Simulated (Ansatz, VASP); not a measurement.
One calculation of LiF, two programs

Contents of INCAR:

```
SYSTEM = LiF
PREC = Accurate ; ENCUT = 600
EDIFF = 1E-6 ; ISMEAR = 0
SIGMA = 0.02 ; LREAL = .False.
LASPH = .True. ; NELM = 100
ALGO = Normal ; ISIF = 3
LWAVE = .False. ; LCHARG = .False.
GGA = PE ; IBRION = 2
NSW = 100 ; EDIFFG = -0.01
```

Contents of KPOINTS:

```
Automatic mesh
0
Gamma
  12 12 4
  0 0 0
```

The input POSCAR:

```
LiF
1.0
    2.9662850766      0.0000000000      0.0000000000
   -1.4831425383      2.5688782312      0.0000000000
    0.0000000000      0.0000000000      7.3486551836
Li F
3 3
Direct
    0.0000000000      0.5000000000      0.1666666667
    0.5000000000      0.5000000000      0.8333333333
    0.5000000000      0.0000000000      0.5000000000
    0.5000000000      0.5000000000      0.3333333333
    0.5000000000      0.0000000000      0.0000000000
    0.0000000000      0.5000000000      0.6666666667
```

Input for Ansatz:

```yaml
crystal:
  lattice:
    - [2.9662850766, 0.0, 0.0]
    - [-1.4831425383, 2.5688782312, 0.0]
    - [0.0, 0.0, 7.3486551836]
  atoms:
    - { symbol: Li, position: [0.0, 0.5, 0.1666666667] }
    - { symbol: Li, position: [0.5, 0.5, 0.8333333333] }
    - { symbol: Li, position: [0.5, 0.0, 0.5] }
    - { symbol: F, position: [0.5, 0.5, 0.3333333333] }
    - { symbol: F, position: [0.5, 0.0, 0.0] }
    - { symbol: F, position: [0.0, 0.5, 0.6666666667] }
basis:
  ecutwfc: 420
kpoints:
  mp_grid: { grid: [12, 12, 4] }
hamiltonian:
  xc: pbe
scf:
  occupations: { method: gaussian, width: 0.02 }
output:
  forces: true
  stress: true
  eigenvalues: true
  write_density: true
  write_potential: true
  elf: true
  volumetric_format: npy
relax:
  adjacent_minimum: "off"
  f_tol: 0.01
  max_steps: 80
  cell: { stress_tol: 0.05 }
```

Alike in both runs: task relaxation of cell and atoms; functional PBE; k mesh 12 × 12 × 4; occupations gaussian, width 0.02 eV; no spin polarisation.

|  | VASP | Ansatz |
| --- | --- | --- |
| version | VASP 6.6.1 | Ansatz 0.2.0 |
| potentials or method | VASP PAW PBE potentials, release 64 (Li_sv, F) | scalar-relativistic, plane waves, PAW |
| plane-wave cutoff (eV) | 600 | 420 |
| valence electrons in the cell | 30 | 30 |

|  | VASP | Ansatz | Ansatz less VASP |
| --- | --- | --- | --- |
| gap on the k mesh at the Fermi level, each at its own relaxed structure (eV) | 7.86 | 7.81 | -0.051 |
| relaxed volume (Å³/atom) | 9.25 | 9.33 | +0.086 |
| relaxed cell length with the largest relative difference (Å) | 2.956 | 2.966 | +0.0094 |

Caveats: the cutoff is under 1.25 times the usual one of these potentials, so pressure, stress and relaxed cells hold a basis-set (Pulay) error (VASP). A hybrid or GW would open this gap; PBE tends to underestimate it. A k mesh can miss the band edges.
